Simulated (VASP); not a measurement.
A VASP 6.6.1 single-point calculation on NaCl

INCAR

```
LCHARG = .FALSE.
PREC = Accurate
ENCUT = 520
NSW = 0
GGA = PE
ISIF = 2
ISMEAR = 0
NELM = 120
LWAVE = .FALSE.
LASPH = .TRUE.
IBRION = -1
NBANDS = 14
SIGMA = 0.3
LREAL = .FALSE.
EDIFF = 1E-7
```

KPOINTS

```
KPOINTS created by Atomic Simulation Environment
0
Gamma
8 8 8
0 0 0
```

POSCAR

```
Na Cl
 1.0000000000000000
     3.4595458397000001    0.0000000000000000    0.0000000000000000
     0.0000000000000000    3.4595458397000001    0.0000000000000000
     0.0000000000000000    0.0000000000000000    3.5733648977999999
 Na  Cl
   1   1
Cartesian
  0.0000000000000000  0.0000000000000000  0.0000000000000000
  1.7297729198500000  1.7297729198500000  1.7866824488999997
```

The recommended PBE PAW datasets give the neutral cell 14 valence electrons.

Command

```
mpirun -np 1 vasp_std
```

OSZICAR

```
N       E                     dE             d eps       ncg     rms          rms(c)
DAV:   1     0.100040288864E+03    0.10004E+03   -0.71437E+03  2106   0.103E+03
DAV:   2     0.140672437686E+01   -0.98634E+02   -0.90431E+02  2318   0.271E+02
DAV:   3    -0.658998566627E+01   -0.79967E+01   -0.79382E+01  2604   0.718E+01
DAV:   4    -0.671594268728E+01   -0.12596E+00   -0.12590E+00  2412   0.956E+00
DAV:   5    -0.671857996580E+01   -0.26373E-02   -0.26371E-02  2732   0.143E+00    0.231E+00
DAV:   6    -0.649143814947E+01    0.22714E+00   -0.31035E-01  2696   0.341E+00    0.164E+00
DAV:   7    -0.646153770360E+01    0.29900E-01   -0.91136E-02  2940   0.180E+00    0.114E+00
DAV:   8    -0.646160682704E+01   -0.69123E-04   -0.10989E-02  2280   0.941E-01    0.415E-01
DAV:   9    -0.646138403763E+01    0.22279E-03   -0.44536E-04  2682   0.158E-01    0.194E-01
DAV:  10    -0.646146260132E+01   -0.78564E-04   -0.23778E-04  2352   0.113E-01    0.312E-02
DAV:  11    -0.646145981738E+01    0.27839E-05   -0.96514E-06  2610   0.280E-02    0.122E-02
DAV:  12    -0.646145971240E+01    0.10499E-06   -0.23927E-06  2388   0.127E-02    0.484E-03
DAV:  13    -0.646146013929E+01   -0.42689E-06   -0.24641E-07  2466   0.338E-03    0.155E-03
DAV:  14    -0.646146004973E+01    0.89563E-07   -0.86484E-09  1590   0.757E-04
   1 F= -.64614600E+01 E0= -.64614600E+01  d E =-.409215E-11
```

Standard output (part)

```
POSCAR found type information on POSCAR NaCl
 POSCAR found :  2 types and       2 ions
 LDA part: xc-table for (Slater+PW92), standard interpolation
 POSCAR, INCAR and KPOINTS ok, starting setup
 WAVECAR not read
 entering main loop
```

From OUTCAR

```
k-points           NKPTS =     75   k-points in BZ     NKDIM =     75   number of bands    NBANDS=     14

   NELECT =      14.0000    total number of electrons

   dimension x,y,z NGX =    28 NGY =   28 NGZ =   28
   dimension x,y,z NGXF=    56 NGYF=   56 NGZF=   56

  energy-cutoff  :      520.00
  volume of cell :       42.77
      direct lattice vectors                 reciprocal lattice vectors
     3.459545840  0.000000000  0.000000000     0.289055282  0.000000000  0.000000000
     0.000000000  3.459545840  0.000000000     0.000000000  0.289055282  0.000000000
     0.000000000  0.000000000  3.573364898     0.000000000  0.000000000  0.279848274

 k-points in reciprocal lattice and weights: KPOINTS created by Atomic Simulation Env
   0.00000000  0.00000000  0.00000000       0.002
   0.12500000  0.00000000  0.00000000       0.008
   0.25000000  0.00000000  0.00000000       0.008
   0.37500000  0.00000000  0.00000000       0.008
   0.50000000  0.00000000  0.00000000       0.004
   0.12500000  0.12500000  0.00000000       0.008
   0.25000000  0.12500000  0.00000000       0.016
   0.37500000  0.12500000  0.00000000       0.016
   ...

 E-fermi :   1.8657

 k-point     1 :       0.0000    0.0000    0.0000
  band No.  band energies     occupation
      1     -21.6210      2.00000
      2     -21.6210      2.00000
      3     -21.6149      2.00000
      4     -12.9345      2.00000
      5      -0.2136      2.00000
      6       0.0564      2.00000
      7       0.0564      2.00000
      8       4.4357      0.00000
      9       8.9009      0.00000
     10       9.1824      0.00000
     11      15.8389      0.00000
     12      16.2364      0.00000
     13      16.2365      0.00000
     14      16.3573      0.00000

 k-point     2 :       0.1250    0.0000    0.0000
  band No.  band energies     occupation
      1     -21.6277      2.00000
      2     -21.6205      2.00000
      3     -21.6142      2.00000
      4     -12.8819      2.00000
      5      -0.4572      2.00000
      6      -0.1768      2.00000
      7       0.0913      2.00000
      8       4.8764      0.00000
      9       9.1194      0.00000
     10       9.5012      0.00000
     11      14.5218      0.00000
     12      15.0921      0.00000
     13      15.8821      0.00000
     14      16.3602      0.00000

 k-point     3 :       0.2500    0.0000    0.0000
  band No.  band energies     occupation
      1     -21.6436      2.00000
      2     -21.6190      2.00000
      3     -21.6127      2.00000
      4     -12.7499      2.00000
      5      -1.4289      2.00000
      6      -0.0852      2.00000
      7       0.1776      2.00000
      8       5.7669      0.00000
      9       9.6554      0.00000
     10       9.9819      0.00000
     11      13.1690      0.00000
     12      13.7742      0.00000
     13      15.6458      0.00000
     14      16.3061      0.00000

 k-point     4 :       0.3750    0.0000    0.0000
  band No.  band energies     occupation
      1     -21.6595      2.00000
      2     -21.6176      2.00000
      3     -21.6112      2.00000
      4     -12.6100      2.00000
      5      -2.2104      2.00000
      6       0.0103      2.00000
      7       0.2675      2.00000
      8       6.7374      0.00000
      9       9.6217      0.00000
     10      10.4353      0.00000
     11      12.2508      0.00000
     12      12.8742      0.00000
     13      14.3499      0.00000
     14      17.1120      0.00000

 ...

  Total        0.2693653      0.2693653     -0.3848395      0.0000000      0.0000000      0.0000000
  in kB       10.0910571     10.0910571    -14.4169914      0.0000000      0.0000000      0.0000000
  external PRESSURE =       1.9217076 kB  Pullay stress =       0.0000000 kB

 POSITION                                       TOTAL-FORCE (eV/Angst)
 -----------------------------------------------------------------------------------
      0.00000      0.00000      0.00000         0.000000      0.000000      0.000000
      1.72977      1.72977      1.78668         0.000000      0.000000      0.000000
 -----------------------------------------------------------------------------------
    total drift:                               -0.000000      0.000000      0.000000

  FREE ENERGIE OF THE ION-ELECTRON SYSTEM (eV)
  ---------------------------------------------------
  free  energy   TOTEN  =        -6.4614600497 eV

  energy  without entropy=       -6.4614600497  energy(sigma->0) =       -6.46146005
```

It converged. Results: gap between bands v and c on the k mesh 3.91 eV; least direct gap on the k mesh 4.38 eV; pressure 0.2 GPa. Band v is the last that the valence electrons fill when counted band by band, and c is the next.

For comparison, a separate PBE run of the intended cell, on usual settings and not on those above, gives a gap of 3.91 eV on its mesh and a pressure of 0.2 GPa.

The run above took about 36 s on one core of a shared host (Intel Xeon Platinum 8488C) and held 0.17 GiB at most.
